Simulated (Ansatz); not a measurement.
Two inputs for ZrO2 with a Zr vacancy

Cell: a supercell of ZrO2 (baddeleyite type, P2_1/c) built from an entry of the Crystallography Open Database (COD; perhaps a calculated or model structure), with all atoms left at the host's positions.

```cif
data_structure
_symmetry_space_group_name_H-M 'P 1'
_symmetry_Int_Tables_number 1
_cell_length_a 9.5204
_cell_length_b 8.5545
_cell_length_c 9.5204
_cell_angle_alpha 110.777
_cell_angle_beta 113.754
_cell_angle_gamma 108.052
_cell_volume 563.04
loop_
_atom_site_label
_atom_site_type_symbol
_atom_site_fract_x
_atom_site_fract_y
_atom_site_fract_z
_atom_site_occupancy
Zr1 Zr 0.62435 0.74260 0.15795 1
Zr2 Zr 0.62435 0.24260 0.65795 1
Zr3 Zr 0.12435 0.74260 0.65795 1
Zr4 Zr 0.41535 0.50740 0.63175 1
Zr5 Zr 0.91535 0.00740 0.63175 1
Zr6 Zr 0.91535 0.50740 0.13175 1
Zr7 Zr 0.41535 0.00740 0.13175 1
Zr8 Zr 0.87565 0.75740 0.84205 1
Zr9 Zr 0.37565 0.25740 0.84205 1
Zr10 Zr 0.37565 0.75740 0.34205 1
Zr11 Zr 0.87565 0.25740 0.34205 1
Zr12 Zr 0.58465 0.49260 0.36825 1
Zr13 Zr 0.08465 0.99260 0.36825 1
Zr14 Zr 0.08465 0.49260 0.86825 1
Zr15 Zr 0.58465 0.99260 0.86825 1
O16 O 0.61755 0.46410 0.60245 1
O17 O 0.11755 0.96410 0.60245 1
O18 O 0.11755 0.46410 0.10245 1
O19 O 0.61755 0.96410 0.10245 1
O20 O 0.13835 0.28590 0.40345 1
O21 O 0.63835 0.78590 0.40345 1
O22 O 0.63835 0.28590 0.90345 1
O23 O 0.13835 0.78590 0.90345 1
O24 O 0.38245 0.53590 0.39755 1
O25 O 0.88245 0.03590 0.39755 1
O26 O 0.88245 0.53590 0.89755 1
O27 O 0.38245 0.03590 0.89755 1
O28 O 0.86165 0.71410 0.59655 1
O29 O 0.36165 0.21410 0.59655 1
O30 O 0.36165 0.71410 0.09655 1
O31 O 0.86165 0.21410 0.09655 1
O32 O 0.33890 0.20785 0.20045 1
O33 O 0.83890 0.70785 0.20045 1
O34 O 0.83890 0.20785 0.70045 1
O35 O 0.33890 0.70785 0.70045 1
O36 O 0.49260 0.54215 0.88105 1
O37 O 0.99260 0.04215 0.88105 1
O38 O 0.99260 0.54215 0.38105 1
O39 O 0.49260 0.04215 0.38105 1
O40 O 0.66110 0.79215 0.79955 1
O41 O 0.16110 0.29215 0.79955 1
O42 O 0.16110 0.79215 0.29955 1
O43 O 0.66110 0.29215 0.29955 1
O44 O 0.50740 0.45785 0.11895 1
O45 O 0.00740 0.95785 0.11895 1
O46 O 0.00740 0.45785 0.61895 1
O47 O 0.50740 0.95785 0.61895 1
```

Atoms are numbered from 1 in the order listed; like atoms form one site, named after its first atom.

Reference run. The numbers come from a DFT calculation in Ansatz (PBE, plane waves and PAW, scalar-relativistic, collinear spin, 420 eV cutoff, Γ-centred 3×3×3 k-points, Fermi–Dirac smearing 0.01 eV, cell charge -2). Start moments as typed (μB): 0 0 0 0 0 0 0 0 0 0 0 0 0 0 0 0 0 0.5 0 0.5 0 0 0 0 0 0 0 0 0 0 0.5 0.5 0 0 0 0 0.5 0 0 0 0 0 0 0 0.5 0 0 by atom.

(1) The input is changed as follows: `scf.occupations`: {method: fermi_dirac, width: 0.01} → {method: methfessel_paxton, width: 1.0}; `scf.max_iter`: not typed → 80. What happens to V_zz (10²¹ V/m²) and η?

Results:

(1) 

```tsv
site	atom	V_zz reference	η reference	V_zz changed	η changed
Zr1	1	5.12	0.25	5.30	0.20
Zr8	8	5.57	0.23	5.14	0.25
Zr13	13	5.25	0.30	5.06	0.12
O18	18	2.80	0.60	3.78	0.65
O21	21	1.14	0.75	1.13	0.22
O24	24	2.81	0.36	3.26	0.09
O26	26	1.06	0.35	0.92	0.96
O28	28	1.03	0.57	-1.33	0.95
O31	31	1.41	0.98	2.34	0.26
O32	32	4.15	0.32	-3.18	0.18
O34	34	-1.25	0.96	0.88	0.75
O37	37	6.78	0.29	-3.01	0.37
O39	39	1.08	0.59	0.87	0.44
O40	40	1.03	0.78	-0.92	0.62
O41	41	-1.35	0.92	1.00	0.62
O42	42	0.91	0.45	-0.80	0.27
O44	44	1.16	0.86	-1.13	0.79
O45	45	7.64	0.29	4.21	0.46
```

The largest change of V_zz along a kept axis is on O45, from 7.64 to 4.21. The whole tensor moves most on O37, by 5.87 along its most changed direction. In per cent, |V_zz| changes by -8 to +4 on Zr, -45 to +35 on O (all sites that start above 2, bar those whose gradient vanishes or changes sign or whose main axis turns by over 40°). Where |V_zz| stays above 0.1 and the axes keep their order, η moves most on O26, from 0.35 to 0.96. On O45, Zr13, O24, O39, Zr7 (not all in the table) V_xx and V_yy change places (or their axes turn by over 50°), so the two values of η hide a larger change. On O37, O32, O31, O41, O34, O44, O40, O28 and 1 more site the largest principal value lies along another axis in the second run, so the two V_zz can't be compared directly. The table leaves out 29 of the 47 sites, with |V_zz| up to 5.76; their tensors move by 2.30 at most along any direction. The statements above cover all sites. The absolute magnetisation of the cell goes from 2.2 to 0.0 μB. SCF iterations: 20 and 28. New warnings: seeded moment not kept, stability check not made. The changed input holds a smearing of electronvolts, so its numbers aren't properties of the crystal.

On the reference run: The defect repeats with the cell of 47 atoms, so it feels its images: sites between two images don't show the values beside a lone defect, and zeros or small values of η there can come from the images' arrangement. O and Zr carry a gradient in the pure host already, so the values there aren't the defect's effect alone. A uniform background compensates the cell's charge. The defect cell has no gap above 0.1 eV on its mesh, so the values can hang on the smearing and the k-mesh. Without spin–orbit coupling (the program notes it for Zr) the gradients can shift by some per cent, and by up to a factor of two as the program warns, since there is no gap. The neighbours have not yet relaxed around the defect (largest force 3.0 eV/Å), and relaxing can change the values around it severalfold.
